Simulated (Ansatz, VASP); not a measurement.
# Cross-check of ZnO between VASP and Ansatz, part 2 of 2

One calculation is typed for both programs; each brings its own data sets and cutoff. How far apart do they land?

VASP 6.6.1 and Ansatz 0.2.0.

So far: Set-up; Ansatz: relaxation of cell and atoms, r2SCAN.

### Step 3. VASP: relaxation of cell and atoms, r2SCAN

Level of this step: r2SCAN; plane waves and PAW (Zn, O) (VASP).

The same cell, functional, mesh and smearing now go to VASP, with its own data sets and cutoff.

Lines of VASP's logs that name or quote its potential files are left out, and so is its time.

Input file INCAR:

```
SYSTEM = ZnO
PREC = Accurate
ENCUT = 520
EDIFF = 1E-07
NELM = 120
ISMEAR = 0
SIGMA = 0.02
LREAL = .FALSE.
ALGO = Normal
METAGGA = R2SCAN
LASPH = .TRUE.
NBANDS = 24
LORBIT = 11
LWAVE = .FALSE.
LCHARG = .FALSE.
KPAR = 8
IBRION = 2
NSW = 80
ISIF = 3
EDIFFG = -0.005
POTIM = 0.4
```

Input file POSCAR:

```
ZnO
1.0
    3.2500000000      0.0000000000      0.0000000000
   -1.6250000000      2.8145825620      0.0000000000
    0.0000000000      0.0000000000      5.2070000000
Zn O
2 2
Direct
    0.3333333333      0.6666666667      0.0000000000
    0.6666666667      0.3333333333      0.5000000000
    0.3333333333      0.6666666667      0.3820000000
    0.6666666667      0.3333333333      0.8820000000
```

Input file KPOINTS:

```
Automatic mesh
0
Gamma
9 9 5
0 0 0
```

PAW data sets: Zn and O (PBE family, release 64).

The run is started by

```
> mpirun -np 8 vasp_std
```

Numbers of over 12 decimals in the logs are rounded to 6 here.

Log:

```text
[banner, memory and clock lines left out]
running    8 mpi-ranks, on    1 nodes
 distrk:  each k-point on    1 cores,    8 groups
 distr:  one band on    1 cores,    1 groups

 POSCAR found type information on POSCAR ZnO
 POSCAR found :  2 types and       4 ions
|                                                                             |
|           W    W    AA    RRRRR   N    N  II  N    N   GGGG   !!!           |
|           W    W   A  A   R    R  NN   N  II  NN   N  G    G  !!!           |
|           W    W  A    A  R    R  N N  N  II  N N  N  G       !!!           |
|           W WW W  AAAAAA  RRRRR   N  N N  II  N  N N  G  GGG   !            |
|           WW  WW  A    A  R   R   N   NN  II  N   NN  G    G                |
|           W    W  A    A  R    R  N    N  II  N    N   GGGG   !!!           |
|                                                                             |
|     For optimal performance we recommend to set                             |
|       NCORE = 2 up to number-of-cores-per-socket                            |
|     NCORE specifies how many cores store one orbital (NPAR=cpu/NCORE).      |
|     This setting can greatly improve the performance of VASP for DFT.       |
|     The default, NCORE=1 might be grossly inefficient on modern             |
|     multi-core architectures or massively parallel machines. Do your        |
|     Unfortunately you need to use the default for GW and RPA                |
|     calculations (for HF NCORE is supported but not extensively tested      |
|     yet).                                                                   |
|                                                                             |

|                                                                             |
|               ----> ADVICE to this user running VASP <----                  |
|                                                                             |
|     You enforced a specific xc type in the INCAR file but a different       |
|     [... a line on the potential file left out ...]
|     I HOPE YOU KNOW WHAT YOU ARE DOING!                                     |
|                                                                             |

 LDA part: xc-table for (None), standard interpolation
 POSCAR, INCAR and KPOINTS ok, starting setup
 FFT: planning ... GRIDC
 FFT: planning ... GRID_SOFT
 FFT: planning ... GRID
 WAVECAR not read
 entering main loop
       N       E                     dE             d eps       ncg     rms          rms(c)
DAV:   1     0.267185944422E+03    0.26719E+03   -0.19245E+04  1736   0.224E+03
DAV:   2    -0.180268254761E+02   -0.28521E+03   -0.27072E+03  1904   0.435E+02
DAV:   3    -0.461627773807E+02   -0.28136E+02   -0.27926E+02  1952   0.144E+02
DAV:   4    -0.465917525965E+02   -0.42898E+00   -0.42876E+00  2016   0.188E+01
DAV:   5    -0.465941917985E+02   -0.24392E-02   -0.24392E-02  1984   0.135E+00    0.143E+01
DAV:   6    -0.359837849507E+02    0.10610E+02   -0.53870E+00  2440   0.707E+01    0.101E+01
DAV:   7    -0.363345259117E+02   -0.35074E+00   -0.49555E+00  1752   0.206E+01    0.517E+00
DAV:   8    -0.363508941338E+02   -0.16368E-01   -0.59113E-01  2640   0.960E+00    0.281E+00
DAV:   9    -0.363199952302E+02    0.30899E-01   -0.13206E-01  2016   0.360E+00    0.526E-01
DAV:  10    -0.363169510099E+02    0.30442E-02   -0.36449E-02  2608   0.266E+00    0.171E-01
DAV:  11    -0.363173542972E+02   -0.40329E-03   -0.78438E-03  1824   0.818E-01    0.360E-02
DAV:  12    -0.363173383989E+02    0.15898E-04   -0.18243E-04  1936   0.132E-01    0.341E-02
DAV:  13    -0.363173008634E+02    0.37536E-04   -0.69183E-05  2272   0.142E-01    0.448E-03
DAV:  14    -0.363172985310E+02    0.23325E-05   -0.24811E-05  2056   0.410E-02    0.143E-02
DAV:  15    -0.363173017380E+02   -0.32070E-05   -0.68939E-06  1920   0.249E-02    0.453E-03
DAV:  16    -0.363173004850E+02    0.12530E-05   -0.93675E-07  2384   0.133E-02    0.148E-03
DAV:  17    -0.363173016235E+02   -0.11385E-05   -0.40808E-07  1856   0.542E-03    0.594E-04
DAV:  18    -0.363173014889E+02    0.13463E-06   -0.15281E-08   912   0.228E-03    0.377E-04
DAV:  19    -0.363173014542E+02    0.34703E-07   -0.63653E-09   936   0.936E-04
   1 F= -.36317301E+02 E0= -.36317301E+02  d E =-.363173E+02
[... from here on, the cycles between the ionic steps are left out ...]
   2 F= -.36317539E+02 E0= -.36317539E+02  d E =-.237720E-03
   3 F= -.36317548E+02 E0= -.36317548E+02  d E =-.246125E-03
   4 F= -.36317562E+02 E0= -.36317562E+02  d E =-.260441E-03
   5 F= -.36317582E+02 E0= -.36317582E+02  d E =-.280083E-03
   6 F= -.36317691E+02 E0= -.36317691E+02  d E =-.109336E-03
   7 F= -.36317768E+02 E0= -.36317768E+02  d E =-.186515E-03
   8 F= -.36317716E+02 E0= -.36317716E+02  d E =0.523166E-04
 trial-energy change:    0.000052  1 .order   -0.000004   -0.000038    0.000030
 step:   0.8508(harm=  0.8508)  dis= 0.00016  next Energy=   -36.317779 (dE=-0.106E-04)
 bond charge predicted
       N       E                     dE             d eps       ncg     rms          rms(c)
DAV:   1    -0.363178349122E+02   -0.11908E-03   -0.19207E-03  2104   0.783E-01    0.783E-02
DAV:   2    -0.363177757775E+02    0.59135E-04   -0.38703E-04  2184   0.388E-01    0.292E-02
DAV:   3    -0.363177605558E+02    0.15222E-04   -0.77020E-06  2312   0.761E-02    0.167E-02
DAV:   4    -0.363177470515E+02    0.13504E-04   -0.41643E-06  2640   0.326E-02    0.143E-03
DAV:   5    -0.363177467854E+02    0.26613E-06   -0.93410E-07  1744   0.968E-03    0.714E-04
DAV:   6    -0.363177473367E+02   -0.55130E-06   -0.37049E-08   872   0.418E-03    0.249E-04
DAV:   7    -0.363177474126E+02   -0.75891E-07   -0.14500E-08   864   0.228E-03
   9 F= -.36317747E+02 E0= -.36317747E+02  d E =0.206399E-04
 curvature:  -0.46 expect dE=-0.264E-06 dE for cont linesearch -0.967E-07
 trial: gam= 0.00000 g(F)=  0.137E-06 g(S)=  0.438E-06 ort =-0.238E-05 (trialstep = 0.139E+01)
 search vector abs. value=  0.575E-06
 reached required accuracy - stopping structural energy minimisation
```

From OUTCAR (step 3):

```text
ion  position               nearest neighbor table
   1  0.333  0.667  0.000-   4 1.97   4 1.97   4 1.97   3 1.99
   2  0.667  0.333  0.500-   3 1.97   3 1.97   3 1.97   4 1.99
   3  0.333  0.667  0.382-   2 1.97   2 1.97   2 1.97   1 1.99
   4  0.667  0.333  0.882-   1 1.97   1 1.97   1 1.97   2 1.99

  LATTYP: Found a hexagonal cell.
 ALAT       =     3.2500000000
 C/A-ratio  =     1.6021538462

 Subroutine GETGRP returns: Found 12 space group operations
 (whereof  6 operations were pure point group operations)

The static configuration has the point symmetry C_3v.
 The point group associated with its full space group is C_6v.

 Found     36 irreducible k-points:

   k-points           NKPTS =     36   k-points in BZ     NKDIM =     36   number of bands    NBANDS=     24

   dimension x,y,z NGX =    24 NGY =   24 NGZ =   40
   dimension x,y,z NGXF=    48 NGYF=   48 NGZF=   80

   ENCUT  =  520.0 eV  38.22 Ry    6.18 a.u.   6.04  6.04  9.68*2*pi/ulx,y,z

   NELECT =      36.0000    total number of electrons

 k-points in reciprocal lattice and weights: Automatic mesh
   0.00000000  0.00000000  0.00000000       0.002
   0.11111111  0.00000000  0.00000000       0.015
   0.22222222  0.00000000  0.00000000       0.015
   0.33333333  0.00000000  0.00000000       0.015
   0.44444444  0.00000000  0.00000000       0.015
   0.11111111  0.11111111  0.00000000       0.015
   0.22222222  0.11111111  0.00000000       0.030
   0.33333333  0.11111111  0.00000000       0.030
   0.44444444  0.11111111  0.00000000       0.015
[...]
0.33333333  0.22222222  0.40000000       0.059
   0.33333333  0.33333333  0.40000000       0.010

 average (electrostatic) potential at core
       1 -41.3238       2 -41.3238       3 -76.8728       4 -76.8728

 E-fermi :   1.0142

 k-point     1 :       0.0000    0.0000    0.0000
  band No.  band energies     occupation
    ...
     14       0.0522      2.00000
     15       0.0523      2.00000
     16       0.7626      2.00000
     17       0.8582      2.00000
     18       0.8582      2.00000
     19       2.0832      0.00000
     20       6.7004      0.00000
     21       9.6709      0.00000
     22      14.5444      0.00000
     23      14.5446      0.00000
    ...

 k-point     2 :       0.1111    0.0000    0.0000
  band No.  band energies     occupation
    ...
     14      -0.3855      2.00000
     15      -0.1153      2.00000
     16       0.2171      2.00000
     17       0.6795      2.00000
     18       0.7672      2.00000
     19       2.8918      0.00000
     20       7.2136      0.00000
     21       9.6532      0.00000
     22      13.2802      0.00000
     23      14.6823      0.00000
    ...

 k-point     3 :       0.2222    0.0000    0.0000
  band No.  band energies     occupation
    ...
     14      -1.3816      2.00000
     15      -0.6347      2.00000
     16      -0.5394      2.00000
     17       0.4258      2.00000
     18       0.5246      2.00000
     19       4.2163      0.00000
     20       8.3071      0.00000
     21       9.5858      0.00000
     22      11.5213      0.00000
     23      13.5559      0.00000
    ...

  Total       -0.0035235     -0.0035235     -0.0045381      0.0000000      0.0000000     -0.0000000
  in kB       -0.1187231     -0.1187231     -0.1529077      0.0000000      0.0000000     -0.0000000
  external PRESSURE =      -0.1301179 kB  Pullay stress =       0.0000000 kB

  energy-cutoff  :      520.00
  volume of cell :       47.55
      direct lattice vectors                 reciprocal lattice vectors
     3.243223673 -0.000000000 -0.000000000     0.308335194  0.178017407  0.000000000
    -1.621611837  2.808714091  0.000000000    -0.000000000  0.356034814 -0.000000000
    -0.000000000  0.000000000  5.220010827     0.000000000 -0.000000000  0.191570484

 POSITION                                       TOTAL-FORCE (eV/Angst)
 -----------------------------------------------------------------------------------
     -0.00000      1.87248      0.00461        -0.000000     -0.000000     -0.000941
      1.62161      0.93624      2.61461         0.000000     -0.000000     -0.000941
     -0.00000      1.87248      1.98944        -0.000000      0.000000      0.000941
      1.62161      0.93624      4.59944        -0.000000      0.000000      0.000941
 -----------------------------------------------------------------------------------
    total drift:                               -0.000000      0.000000     -0.102832

  FREE ENERGIE OF THE ION-ELECTRON SYSTEM (eV)
  ---------------------------------------------------
  free  energy   TOTEN  =       -36.3177474126 eV

  energy  without entropy=      -36.3177474126  energy(sigma->0) =      -36.31774741

 reached required accuracy - stopping structural energy minimisation

 total charge
# of ion       s       p       d       tot
------------------------------------------
    1        0.436   0.481   9.921  10.839
    2        0.436   0.481   9.921  10.839
    3        1.553   3.486   0.000   5.039
    4        1.553   3.486   0.000   5.039
--------------------------------------------------
tot          3.978   7.934  19.842  31.754

[... 3 further parts left out ...]
```

CONTCAR:

```
ZnO
   1.00000000000000
     3.2432236733897066   -0.0000000000000000   -0.0000000000000000
    -1.6216118366948533    2.8087140910130204    0.0000000000000000
    -0.0000000000000000    0.0000000000000000    5.2200108271636507
  Zn              O
     2     2
Direct
     0.3333333332999970    0.6666666667000030    0.0008822635469195
     0.6666666667000030    0.3333333332999970    0.5008822635469193
     0.3333333332999970    0.6666666667000030    0.3811177364530784
     0.6666666667000030    0.3333333332999970    0.8811177364530786
```

The run keeps the 12 symmetry operations of its start, so it cannot find a distortion of lower symmetry.

### Step 4. Side by side

Known differences besides the potentials themselves: VASP keeps PBE cores, Ansatz makes them for the functional; both relaxations stop at a tolerance, which leaves soft axes loose, and VASP keeps its plane-wave basis; the cutoff is 500 eV in Ansatz and 520 eV in VASP; Ansatz adds a Pulay correction to the stress that steers its cell, VASP none. Total energies have different zeros and are not compared.

The two programs side by side:

```csv
quantity,Ansatz,VASP,difference
volume (Å³),47.24,47.55,-0.65 %
"edge a after relaxation, in the typed setting (Å)",3.235,3.243,-0.24 %
"edge c after relaxation, in the typed setting (Å)",5.211,5.220,-0.17 %
```

The walks stopped with -0.01 GPa left in Ansatz and -0.01 GPa in VASP; each walk ends within a tolerance, so the volume difference is uncertain by about these residues over the bulk modulus, most in soft cells.

### Step 5. What came out

- difference in volume (relaxation of cell and atoms, r2SCAN): -0.65 %

What this shows: The difference in volume is -0.65 % (relaxation of cell and atoms, r2SCAN), within the 1.2 % picked in this series as the mark of a large difference, as far as the stopping tolerances let one tell. Such differences can come from data sets, numerical settings and the points named under the comparisons, not from the functional's error against experiment.

[Lines on the potential files, build, host, timing and source positions are cut from VASP's logs without a mark.]

[Logs are printed without paths, hosts, clocks, repeated set-up lines and the standing remarks that a program may print on its own settings, such as how far it seeks lower states.]

[Hosts, paths, dates, database ids (printed as entryN), source tags and the programs' standing remarks are cut or masked in the printed files.]
